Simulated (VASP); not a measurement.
# Zr (P6/mmm) in VASP: notebook, part 2 of 3

VASP 6.6.1. The steps go on from the part before.

## Step 3: Relaxation of shape and atoms at fixed volume, LDA

INCAR

```
PREC = Accurate
ENCUT = 600
EDIFF = 1E-7
ISMEAR = 1
SIGMA = 0.1
LREAL = False
LASPH = True
NELM = 80
ALGO = Fast
ISIF = 4
LWAVE = False
LCHARG = False
IBRION = 2
NSW = 40
EDIFFG = -0.01
```

KPOINTS

```
regular mesh
0
Gamma
  9 9 12
```

POSCAR

```
Zr                                      
1.0
    4.9199795254      0.0000000000     -0.0000000000
   -2.4599897627      4.2608272530      0.0000000000
    0.0000000000      0.0000000000      3.0886317127
  Zr            
     3
Direct
     0.6666666699999979    0.3333333300000021    0.5000000000000000
     0.3333333300000021    0.6666666699999979    0.5000000000000000
     0.0000000000000000    0.0000000000000000    1.0000000000000000
```

Potentials or basis: VASP PAW LDA potentials, release 64 (Zr_sv).

Started as:

```
$ cat potpaw_LDA.64/Zr_sv/POTCAR > POTCAR
$ mpirun -np 1 vasp_std > vasp.out
```

OUTCAR:

```text
PREC = Accurate
   ENCUT = 600
   EDIFF = 1E-7
   ISMEAR = 1
   LREAL = False
   LASPH = True
   NELM = 80
   ISIF = 4
   IBRION = 2
   NSW = 40
   EDIFFG = -0.01

 ion  position               nearest neighbor table
   1  0.667  0.333  0.500-   2 2.84   2 2.84   2 2.84   3 3.23   3 3.23   3 3.23   3 3.23   3 3.23
                             3 3.23
   2  0.333  0.667  0.500-   1 2.84   1 2.84   1 2.84   3 3.23   3 3.23   3 3.23   3 3.23   3 3.23
                             3 3.23
   3  0.000  0.000  0.000-   1 3.23   2 3.23   1 3.23   2 3.23   2 3.23   2 3.23   1 3.23   1 3.23
                             1 3.23   1 3.23   2 3.23   2 3.23

  LATTYP: Found a hexagonal cell.
 ALAT       =     4.9199795254
 C/A-ratio  =     0.6277732858

  Lattice vectors:

 A1 = (   4.9199795254,   0.0000000000,   0.0000000000)
 A2 = (  -2.4599897627,   4.2608272530,   0.0000000000)
 A3 = (   0.0000000000,   0.0000000000,   3.0886317127)

Analysis of symmetry for initial positions (statically):
=====================================================================
 Subroutine PRICEL returns:
 Original cell was already a primitive cell.

 Routine SETGRP: Setting up the symmetry group for a
 hexagonal supercell.

 Subroutine GETGRP returns: Found 24 space group operations
 (whereof 24 operations were pure point group operations)
 out of a pool of 24 trial point group operations.

The static configuration has the point symmetry D_6h.

Analysis of symmetry for dynamics (positions and initial velocities):
=====================================================================
 Subroutine PRICEL returns:
 Original cell was already a primitive cell.

 Routine SETGRP: Setting up the symmetry group for a
 hexagonal supercell.

 Subroutine GETGRP returns: Found 24 space group operations
 (whereof 24 operations were pure point group operations)
 out of a pool of 24 trial point group operations.

The dynamic configuration has the point symmetry D_6h.

 Subroutine INISYM returns: Found 24 space group operations
 (whereof 24 operations are pure point group operations),
 and found     1 'primitive' translations

----------------------------------------------------------------------------------------

                                     Primitive cell

  volume of cell :      64.7476

  direct lattice vectors                    reciprocal lattice vectors
     4.919979525  0.000000000  0.000000000     0.203252878  0.117348104  0.000000000
    -2.459989763  4.260827253  0.000000000     0.000000000  0.234696208  0.000000000
     0.000000000  0.000000000  3.088631713     0.000000000  0.000000000  0.323767964

  length of vectors
     4.919979525  4.919979524  3.088631713     0.234696208  0.234696208  0.323767964

  position of ions in fractional coordinates (direct lattice)
     0.666666670  0.333333330  0.500000000
     0.333333330  0.666666670  0.500000000
     0.000000000  0.000000000  0.000000000

  ion indices of the primitive-cell ions
   primitive index   ion index
                 1           1
                 2           2
                 3           3

----------------------------------------------------------------------------------------

 KPOINTS: regular mesh

Automatic generation of k-mesh.
 Grid dimensions read from file:
 generate k-points for:    9    9   12

 Generating k-lattice:

  Cartesian coordinates                     Fractional coordinates (reciprocal lattice)
     0.022583653  0.013038678  0.000000000     0.111111111  0.000000000  0.000000000
     0.000000000  0.026077356  0.000000000     0.000000000  0.111111111  0.000000000
     0.000000000  0.000000000  0.026980664     0.000000000  0.000000000  0.083333333

  Length of vectors
     0.026077356  0.026077356  0.026980664

  Shift w.r.t. Gamma in fractional coordinates (k-lattice)
     0.000000000  0.000000000  0.000000000

 Subroutine IBZKPT returns following result:
 ===========================================

 Found     84 irreducible k-points:

 Following reciprocal coordinates:
            Coordinates               Weight
  0.000000  0.000000  0.000000      1.000000
  0.111111 -0.000000  0.000000      6.000000
  0.222222 -0.000000  0.000000      6.000000
  0.333333  0.000000  0.000000      6.000000
  0.444444 -0.000000  0.000000      6.000000
  0.111111  0.111111  0.000000      6.000000
[... 16 lines left out ...]
  0.333333  0.222222  0.083333     24.000000
  0.333333  0.333333  0.083333      4.000000
 [... further k-points ...]
   k-points           NKPTS =     84   k-points in BZ     NKDIM =     84   number of bands    NBANDS=     22
   number of dos      NEDOS =    301   number of ions     NIONS =      3
   total plane-waves  NPLWV =  44800
   dimension x,y,z NGX =    40 NGY =   40 NGZ =   28
   dimension x,y,z NGXF=    80 NGYF=   80 NGZF=   56
   ions per type =               3
   NGX,Y,Z   is equivalent  to a cutoff of  13.52, 13.52, 15.07 a.u.
   NGXF,Y,Z  is equivalent  to a cutoff of  27.03, 27.03, 30.14 a.u.
 SYSTEM =  unknown system
   PREC   = accura    normal or accurate (medium, high low for compatibility)
   ISTART =      0    job   : 0-new  1-cont  2-samecut
   ICHARG =      2    charge: 1-file 2-atom 10-const
   ISPIN  =      1    spin polarized calculation?
   LNONCOLLINEAR =      F non collinear calculations
   LSORBIT =      F    spin-orbit coupling
   LASPH  =      T    aspherical Exc in radial PAW
   ENCUT  =  600.0 eV  44.10 Ry    6.64 a.u.   9.83  9.83  6.17*2*pi/ulx,y,z
   NELM   =     80;   NELMIN=  2; NELMDL= -5     # of ELM steps
   EDIFF  = 0.1E-06   stopping-criterion for ELM
   LREAL  =      F    real-space projection
   EDIFFG = -.1E-01   stopping-criterion for IOM
   NSW    =     40    number of steps for IOM
   IBRION =      2    ionic relax: 0-MD 1-quasi-New 2-CG
   NFREE  =      1    steps in history (QN), initial steepest desc. (CG)
   ISIF   =      4    stress and relaxation
   ISYM   =      2    0-nonsym 1-usesym 2-fastsym
   POTIM  = 0.5000    time-step for ionic-motion
   TEBEG  =    0.0;   TEEND  =   0.0 temperature during run
   PSTRESS=    0.0 pullay stress
   NELECT =      36.0000    total number of electrons
   NUPDOWN=      -1.0000    fix difference up-down
   EMIN   =  10.00;   EMAX   =-10.00  energy-range for DOS
   EFERMI =   0.00;   METHOD = LEGACY
   ISMEAR =     1;   SIGMA  =   0.10  broadening in eV -4-tet -1-fermi 0-gaus
   EFERMI_NEDOS =   21; number of points for ismear=-14 and -15
   IALGO  =     68    algorithm
   IMIX   =      4    mixing-type and parameters
     AMIX     =   0.40;   BMIX     =  1.00
     AMIX_MAG =   1.60;   BMIX_MAG =  1.00
  volume/ion in A,a.u.               =      21.58       145.65
  Fermi-wavevector in a.u.,A,eV,Ry     =   1.346174  2.543900 24.656268  1.812185
  Thomas-Fermi vector in A             =   2.474027
   LORBIT       =      0    0 simple, 1 ext, 2 COOP (PROOUT), +10 PAW based schemes
   GGA     = CA    functional components
   LHFCALC =     F    Hartree Fock is set to
   AEXX    =    0.0000 exact exchange contribution
   IVDW    =     0    specifies the selected vdW correction
   LEPSILON=     F    determine dielectric tensor
   LRPA    =     F    only Hartree local field effects (RPA)
 conjugate gradient relaxation of ions
 non-spin polarized calculation
 RMM-DIIS sequential band-by-band and
 Methfessel and Paxton  Order N= 1 SIGMA  =   0.10
  energy-cutoff  :      600.00
  volume of cell :       64.75
 maximum number of plane-waves:      2178
 NGX is ok and might be reduce to    40
   NGX = 19   NGY = 19   NGZ = 13

 number of electron      36.0000000 magnetization

 Free energy of the ion-electron system (eV)
  ---------------------------------------------------
  ext. energy  EPLUGINS =         0.00000000
  ---------------------------------------------------
  free energy    TOTEN  =       -27.92163554 eV

  energy without entropy =      -27.92360381  energy(sigma->0) =      -27.92229163

 E-fermi :   9.5294     XC(G=0): -11.6411

 val. band max:        9.5123803116   @ k =   0.3333   0.1111   0.0000
 cond. band min:       9.5570626397   @ k =   0.4444  -0.0000   0.0000
 fundamental gap:      0.0446823281
 Fermi energy:         9.5294244569

 k-point     1 :       0.0000    0.0000    0.0000
  band No.  band energies     occupation
      1     -38.9294      2.00000
      2     -38.6539      2.00000
      3     -38.4080      2.00000
      4     -17.3159      2.00000
      5     -17.3159      2.00000
      6     -17.2638      2.00000
[... 574 lines left out ...]
      6     -17.3248      2.00000
[... 14 lines left out ...]
     21      10.1664     -0.00000
     22      11.1651     -0.00000

 [... further k-points ...]
[... 5 lines left out ...]
  --------------------------------------------------------------------------------------
  -------------------------------------------------------------------------------------
  Total        0.0008831      0.0008831     -0.0029616      0.0000000      0.0000000      0.0000000
  in kB        0.0218517      0.0218517     -0.0732859      0.0000000      0.0000000      0.0000000
  external PRESSURE =      -0.0098608 kB  Pullay stress =       0.0000000 kB

 VOLUME and BASIS-vectors are now :
 -----------------------------------------------------------------------------
  energy-cutoff  :      600.00
  volume of cell :       64.75
      direct lattice vectors                 reciprocal lattice vectors
     4.919979525  0.000000000  0.000000000     0.203252878  0.117348104  0.000000000
    -2.459989763  4.260827253  0.000000000     0.000000000  0.234696208  0.000000000
     0.000000000  0.000000000  3.088631713     0.000000000  0.000000000  0.323767964

 POSITION                                       TOTAL-FORCE (eV/Angst)
 -----------------------------------------------------------------------------------
      2.45999      1.42028      1.54432         0.000000     -0.000000     -0.000000
     -0.00000      2.84055      1.54432        -0.000000      0.000000      0.000000
      0.00000      0.00000      0.00000        -0.000000      0.000000      0.000000
 -----------------------------------------------------------------------------------
    total drift:                                0.000000     -0.000000      0.000000

  FREE ENERGIE OF THE ION-ELECTRON SYSTEM (eV)
  ---------------------------------------------------
  free  energy   TOTEN  =       -27.9216355429 eV

  energy  without entropy=      -27.9236038053  energy(sigma->0) =      -27.92229163

 reached required accuracy - stopping structural energy minimisation
```

OSZICAR:

```text
N       E                     dE             d eps       ncg     rms          rms(c)
DAV:   1     0.405932363678E+03    0.40593E+03   -0.21583E+04  3696   0.184E+03
DAV:   2     0.120760095330E+01   -0.40472E+03   -0.39941E+03  4308   0.493E+02
DAV:   3    -0.275282329902E+02   -0.28736E+02   -0.28049E+02  6894   0.978E+01
[... 16 lines left out ...]
RMM:  20    -0.279216348804E+02   -0.50390E-06   -0.42267E-06  4274   0.887E-03    0.332E-04
RMM:  21    -0.279216351847E+02   -0.30435E-06   -0.25520E-06  3790   0.695E-03    0.304E-04
RMM:  22    -0.279216353641E+02   -0.17941E-06   -0.15611E-06  3442   0.559E-03    0.235E-04
RMM:  23    -0.279216354756E+02   -0.11150E-06   -0.10094E-06  3048   0.448E-03    0.142E-04
RMM:  24    -0.279216355429E+02   -0.67274E-07   -0.64961E-07  2785   0.372E-03
   1 F= -.27921636E+02 E0= -.27922292E+02  d E =-.279216E+02
```

CONTCAR:

```text
Zr
   1.00000000000000
     4.9199795253999996    0.0000000000000000    0.0000000000000000
    -2.4599897626999998    4.2608272530000004    0.0000000000000000
     0.0000000000000000    0.0000000000000000    3.0886317126999998
  Zr
     3
Direct
     0.6666666699999979    0.3333333300000021    0.5000000000000000
     0.3333333300000021    0.6666666699999979    0.5000000000000000
     0.0000000000000000    0.0000000000000000    0.0000000000000000

  0.00000000E+00  0.00000000E+00  0.00000000E+00
  0.00000000E+00  0.00000000E+00  0.00000000E+00
  0.00000000E+00  0.00000000E+00  0.00000000E+00
```

It took 2.5 min on 1 thread of AMD EPYC 9R45 (Zen 5), shared host; peak memory 0.22 GiB.

What came out:

| Quantity | Value |
| --- | --- |
| Free energy | -27.9216 eV |
| Pressure after relaxing | 0.0 GPa |
| Band gap on the k mesh | none (metal or under the smearing width) |

Final structure:
```
Zr
1.0
     4.91998    0.00000    0.00000
    -2.45999    4.26083    0.00000
     0.00000    0.00000    3.08863
Zr
3
Direct
  0.66667 0.33333 0.50000
  0.33333 0.66667 0.50000
  0.00000 0.00000 0.00000
```

Caveat: the relaxation stopped at its first step, so nothing moved.

[end of part 2 of 3]
